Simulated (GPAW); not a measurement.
## BN (P6_3/mmc): G0W0 on several meshes in GPAW

How does the mesh move the gap of BN (P6_3/mmc)?

Method: PBE and many-body steps on it, plane waves, in GPAW 26.7.0.

Report form: the programs' logs are mostly left out.

The database entry behind the starting cell differs from later determinations by our own check (about 0.3 % short, minor phase), so it need not match the best structure at ambient conditions.

## (1) Set-up

It takes space group P6_3/mmc (No. 194, hexagonal). Conventional cell: a = 2.498 Å, b = 2.498 Å, c = 6.636 Å, α = 90.00°, β = 90.00°, γ = 120.00°. Nearest to B lie 3 N at 1.44 Å. Nearest to N lie 3 B at 1.44 Å. Farther neighbours and most contacts between anions are not listed.

Coordinates:

```
B N
1.0
     2.49824    0.00000    0.00000
    -1.24912    2.16354    0.00000
     0.00000    0.00000    6.63570
B N
2 2
Direct
  0.33333 0.66667 0.25000
  0.66667 0.33333 0.75000
  0.33333 0.66667 0.75000
  0.66667 0.33333 0.25000
```

The cell and positions come from the Crystallography Open Database and are kept as given unless a step says otherwise.

## (2) Empty states on the mesh, 6×6×4 mesh, 433 bands

This step: GPAW 26.7.0; DFT, PBE, plane waves, PAW.

The sums over transitions need many empty states on a uniform mesh; this step solves for them.

Contents of run.py:

```python
import json
import numpy as np
from gpaw.mpi import world
from gpaw import GPAW

calc = GPAW('gs.gpw').fixed_density(kpts={'size': (6, 6, 4), 'gamma': True},
    parallel={'domain': 1, 'band': 1},
    txt='nscf.txt')
calc.diagonalize_full_hamiltonian(nbands=433)
calc.write('full.gpw', mode='all')
res = {}
kpts = calc.get_ibz_k_points()
res['kpts'] = kpts
res['eigenvalues'] = [calc.get_eigenvalues(kpt=k) for k in range(len(kpts))]
res['n_electrons'] = calc.get_number_of_electrons()

if world.rank == 0:
    with open('result.json', 'w') as f:
        json.dump(res, f, default=lambda x: x.tolist())
```

The run is started by

```
mpirun -n 8 gpaw python run.py
```

Wall time 6.5 s (8 MPI ranks of Intel Xeon 6975P-C (Granite Rapids), shared host); peak memory 2.4 GiB; 50 s of CPU time.

This step gave:

| Quantity | Value |
| --- | --- |
| gap | 4.281 eV |
| k of the valence top | 0.3333, 0.3333, 0.5 |
| k of the conduction bottom | 0.5, 0.5, 0 |
| least direct gap | 4.654 eV |
| k points computed | 24 |
| lowest point of the top converged band, above the valence top | 284.8314 eV |

On this mesh the gap is 4.281 eV.

## (3) 6×6×4

G0W0 replaces the xc potential by the self-energy, built once from these orbitals. Only a window of levels is corrected, while the sums run over the empty bands that the input names.

This step: G0W0 on PBE, plane waves, PAW.

Contents of run.py:

```python
import json
import numpy as np
from gpaw.mpi import world
from gpaw.response.g0w0 import G0W0

gw = G0W0('full.gpw',
    filename='gw',
    kpts=[0, 16, 21],
    bands=(6, 10),
    ecut=180,
    nbands=196,
    integrate_gamma='WS',
    ppa=True)
gw.calculate()
res = {mode: {k: v for k, v in r.items() if k != 'sigma_eskwn'}
       for mode, r in gw.all_results.items()}

if world.rank == 0:
    with open('result.json', 'w') as f:
        json.dump(res, f, default=lambda x: x.tolist())
```

The run is started by

```
mpirun -n 8 gpaw python run.py
```

Wall time 97 s (8 MPI ranks); peak memory 2.5 GiB; 13 min of CPU time.

This step gave:

```
G0W0 gap on the points computed              : 5.927 eV
least direct G0W0 gap on the computed points : 6.418 eV
Z at the valence top                         : 0.8047
Z at the conduction bottom                   : 0.8396
starting gap on the mesh                     : 4.281 eV
k of the valence top                         : 0.3333, 0.3333, 0.5
k of the conduction bottom                   : 0.5, 0.5, 0
```

The gap on the mesh goes from 4.28 eV to 5.93 eV, a correction of +1.65 eV.

## (4) Empty states on the mesh, 6×6×2 mesh, 206 bands

This step: DFT, PBE, plane waves, PAW.

Contents of run.py:

```python
import json
import numpy as np
from gpaw.mpi import world
from gpaw import GPAW

calc = GPAW('gs.gpw').fixed_density(kpts={'size': (6, 6, 2), 'gamma': True},
    parallel={'domain': 1, 'band': 1},
    txt='nscf.txt')
calc.diagonalize_full_hamiltonian(nbands=206)
calc.write('full.gpw', mode='all')
res = {}
kpts = calc.get_ibz_k_points()
res['kpts'] = kpts
res['eigenvalues'] = [calc.get_eigenvalues(kpt=k) for k in range(len(kpts))]
res['n_electrons'] = calc.get_number_of_electrons()

if world.rank == 0:
    with open('result.json', 'w') as f:
        json.dump(res, f, default=lambda x: x.tolist())
```

The run is started by

```
mpirun -n 8 gpaw python run.py
```

It took 4.9 s on 8 MPI ranks; peak memory 2.1 GiB; 37 s of CPU time.

This step gave:

| Item | Value |
| --- | --- |
| gap | 4.281 eV |
| k of the valence top | 0.3333, 0.3333, 0.5 |
| k of the conduction bottom | 0.5, 0.5, 0 |
| least direct gap | 4.654 eV |
| k points computed | 14 |
| lowest point of the top converged band, above the valence top | 167.4753 eV |

On this mesh the gap is 4.281 eV.

## (5) 6×6×2

This step: G0W0 on PBE, plane waves, PAW.

Contents of run.py:

```python
import json
import numpy as np
from gpaw.mpi import world
from gpaw.response.g0w0 import G0W0

gw = G0W0('full.gpw',
    filename='gw',
    kpts=[0, 9, 12],
    bands=(6, 10),
    ecut=180,
    nbands=196,
    integrate_gamma='WS',
    ppa=True)
gw.calculate()
res = {mode: {k: v for k, v in r.items() if k != 'sigma_eskwn'}
       for mode, r in gw.all_results.items()}

if world.rank == 0:
    with open('result.json', 'w') as f:
        json.dump(res, f, default=lambda x: x.tolist())
```

The run is started by

```
mpirun -n 8 gpaw python run.py
```

It took 46 s on 8 MPI ranks; peak memory 2.2 GiB; 6 min of CPU time.

This step gave:

| Property | Result |
| --- | --- |
| G0W0 gap on the points computed | 5.901 eV |
| least direct G0W0 gap on the computed points | 6.392 eV |
| Z at the valence top | 0.8041 |
| Z at the conduction bottom | 0.8389 |
| starting gap on the mesh | 4.281 eV |
| k of the valence top | 0.3333, 0.3333, 0.5 |
| k of the conduction bottom | 0.5, 0.5, 0 |

Against G0W0 in GPAW (6×6×4 mesh, 196 bands, screening to 180 eV, Godby-Needs plasmon pole), the gap moves by −0.026 eV.

## (6) The runs together

Times are wall times on 8 MPI ranks of Intel Xeon 6975P-C (Granite Rapids), shared host, good to a factor of about two.

```
  run   mesh  bands  screening cutoff (eV)  DFT gap (eV)  gap on the mesh (eV)  direct (eV)  time
6×6×4  6×6×4    196                    180         4.281                 5.927        6.418  97 s
6×6×2  6×6×2    196                    180         4.281                 5.901        6.392  46 s
```

## (7) Results

```json
{
  "6×6×4": "5.927 eV",
  "6×6×2": "5.901 eV",
  "known limits": "not at the basis limit; coarse k mesh"
}
```

6×6×2: −0.026 eV against 6×6×4. Bands and cutoff are finite, so the gap is not at the basis limit. The miss can reach some tenths of an eV and take either sign; the mesh is an error of its own. These stock PAW sets were not made for GW. In the G0W0 runs levels were corrected at 3 k points alone, so a gap called «on the mesh» is the least over those, and an edge elsewhere would be missed. The 6×6×4 mesh is coarse for this cell, which bears on the long-range parts of exchange and screening.

[Paths, hosts, dates, memory and timing lines, banners, echoed tables and standing remarks are left out of the program output.]

[Logs are printed without paths, hosts, clocks, repeated set-up lines and the standing remarks that a program may print on its own settings, such as how far it seeks lower states.]

[Runs of the session that timed out or met a known fault of the program may be left out.]

[Hosts, paths, dates, database ids (printed as entryN), source tags and the programs' standing remarks are cut or masked in the printed files.]
